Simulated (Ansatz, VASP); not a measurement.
This is a calculation of Sn3Se for VASP 6.6.1.

The input INCAR:

```
PREC = Accurate
ENCUT = 520
EDIFF = 1E-6
ISMEAR = -1
SIGMA = 0.05
LREAL = False
LASPH = True
NELM = 80
ALGO = Normal
ISIF = 2
LWAVE = False
LCHARG = False
GGA = PS
NBANDS = 32
```

KPOINTS

```
Automatic mesh
0
Gamma
  6 6 6
```

The input POSCAR:

```
Sn3Se
1.0
    0.0000000000      3.7822638705      3.7822638705
    3.7822638705      0.0000000000      3.7822638705
    3.7822638705      3.7822638705      0.0000000000
Sn Se
3 1
Direct
    0.5000000000      0.5000000000      0.5000000000
    0.7500000000      0.7500000000      0.7500000000
    0.2500000000      0.2500000000      0.2500000000
    0.0000000000      0.0000000000      0.0000000000
```

Potentials or basis: VASP PAW PBE potentials, release 64 (Sn_d, Se).

Run with:

```bash
$ cat potpaw_PBE.64/Sn_d/POTCAR potpaw_PBE.64/Se/POTCAR > POTCAR
$ mpirun -np 1 vasp_std > vasp.out
```

Question: Set up the same calculation for Ansatz 0.2.0. Potentials there: all-electron LAPW, scalar-relativistic.

Answer: As run (the cutoff follows the program's own potentials):

The input input.yaml:

```yaml
crystal:
  lattice:
    - [0.0, 3.7822638705, 3.7822638705]
    - [3.7822638705, 0.0, 3.7822638705]
    - [3.7822638705, 3.7822638705, 0.0]
  atoms:
    - { symbol: Sn, position: [0.5, 0.5, 0.5] }
    - { symbol: Sn, position: [0.75, 0.75, 0.75] }
    - { symbol: Sn, position: [0.25, 0.25, 0.25] }
    - { symbol: Se, position: [0.0, 0.0, 0.0] }
kpoints:
  mp_grid: { grid: [6, 6, 6] }
scf:
  occupations: { method: fermi_dirac, width: 0.05 }
hamiltonian:
  xc: pbesol
  pseudopotentials: { kind: all_electron, lapw: { basis_error: 0.001 } }
output:
  forces: true
  stress: true
  eigenvalues: true
```

Potentials or basis: all-electron LAPW, scalar-relativistic.

Run with:

```bash
$ ansatz run input.yaml --threads 2 --pin off --max-ram 8192MiB --backend cpu --events-out ev --progress --plain --runs-dir out
```

Both were run:

|  | VASP | Ansatz | Ansatz less VASP |
| --- | --- | --- | --- |
| gap on the k mesh at the Fermi level (eV) | none | none | - |
| pressure (GPa) | -4.7 | -4.7 | +0.03 |

A gap of «none» marks a metal or a gap that the smearing closes. Ansatz ran all-electron here, so the differences hold the error of VASP's frozen core and of both bases.

Caveats: the PAW data sets were made with another functional, which shifts forces and pressure a little (VASP).
